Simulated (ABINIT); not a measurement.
# RbCl: relaxation of cell and atoms with PBEsol

RbCl:

```
Rb Cl
1.0
     0.00000    3.27400    3.27400
     3.27400    0.00000    3.27400
     3.27400    3.27400    0.00000
Rb Cl
1 1
Direct
  0.00000 0.00000 0.00000
  0.50000 0.50000 0.50000
```

```
Program                     : ABINIT 10.8.3 (patched build)
Task                        : relaxation of cell and atoms
Functional                  : PBEsol
Potentials or basis         : JTH PAW PBE v2.0
Cutoff                      : 680 eV
k mesh                      : 5 × 5 × 5
Occupations                 : fermi-dirac, width 0.05 eV
Spin                        : no spin polarisation
Cell freedom (optcell)      : 2
Optimiser (ionmov)          : 2
Cutoff smearing ecutsm (Ha) : 0.5
Force stop (Ha/bohr)        : 2e-05
Fine-grid cutoff            : 1278.94 eV
```

| Item | Value |
| --- | --- |
| Relaxed volume | 35.26 Å³/atom |
| Relaxed cell | a = 4.637 Å, b = 4.637 Å, c = 4.637 Å, α = 60.00°, β = 60.00°, γ = 60.00° |
| Space group after relaxing (to 0.05 Å) | Fm-3m (No. 225) |
| Energy gained by relaxing | 0.1 meV/atom |
| Ionic steps | 3 |
| Pressure after relaxing | 0.0 GPa |
| Band gap on the k mesh | 4.87 eV, direct |

Step by step:
```csv
step,energy change (eV),largest force (eV/Å),pressure (GPa),volume (Å³)
1,0.0000,0.0000,0.08,70.19
2,0.0000,0.0000,0.08,70.21
3,-0.0001,0.0000,0.00,70.52
```

Final structure:
```cif
data_structure
_symmetry_space_group_name_H-M 'P 1'
_symmetry_Int_Tables_number 1
_cell_length_a 4.6375
_cell_length_b 4.6375
_cell_length_c 4.6375
_cell_angle_alpha 60.000
_cell_angle_beta 60.000
_cell_angle_gamma 60.000
_cell_volume 70.52
loop_
_atom_site_label
_atom_site_type_symbol
_atom_site_fract_x
_atom_site_fract_y
_atom_site_fract_z
_atom_site_occupancy
Rb1 Rb 0.00000 0.00000 0.00000 1
Cl1 Cl 0.50000 0.50000 0.50000 1
```

It took 93 s on 1 thread of Arm Neoverse N1, on a shared host, peak memory 0.16 GiB.

Caveat: the PAW data sets were made with another functional, which shifts forces and pressure a little; an odd mesh through Γ misses points on the zone boundary, where band edges often lie. Expect the measured gap to be larger: semilocal functionals such as PBEsol lack the derivative discontinuity.
